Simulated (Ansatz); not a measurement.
# Relaxing InAs in the rocksalt type

First guess:

```xyz
2
Lattice="0.0000 2.7339 2.7339 2.7339 0.0000 2.7339 2.7339 2.7339 0.0000" Properties=species:S:1:pos:R:3 pbc="T T T"
In    0.0000    0.0000    0.0000
As    2.7339    2.7339    2.7339
```

Theory: DFT, PBE, PAW with Ansatz's default frozen-core files, scalar-relativistic (Ansatz 0.2.0).

Cell and atoms relax within the symmetry of the start on a 10×10×10 k mesh with 0.05 eV Fermi–Dirac smearing.

The start is built from a prototype, known or not as a phase of this compound; the cutoff is 420 eV.

No spin–orbit coupling, which matters for the heavy atoms here.

(1) What is the pressure of the first guess?

(2) What does it relax to?

(3) How much energy does the relaxation release?

Results:

(1) 13.32 GPa.

(2) a = 5.749 Å, b = 5.749 Å, c = 5.749 Å, α = 90.00°, β = 90.00°, γ = 90.00° (conventional cell), 23.75 Å³ per atom:
```cif
data_structure
_symmetry_space_group_name_H-M 'Fm-3m'
_symmetry_Int_Tables_number 225
_cell_length_a 5.7486
_cell_length_b 5.7486
_cell_length_c 5.7486
_cell_angle_alpha 90.000
_cell_angle_beta 90.000
_cell_angle_gamma 90.000
_cell_volume 189.97
loop_
_atom_site_label
_atom_site_type_symbol
_atom_site_symmetry_multiplicity
_atom_site_Wyckoff_symbol
_atom_site_fract_x
_atom_site_fract_y
_atom_site_fract_z
_atom_site_occupancy
In1 In 4 a 0.00000 0.00000 0.00000 1
As1 As 4 b 0.50000 0.00000 0.00000 1
```

(3) 119 meV/atom.
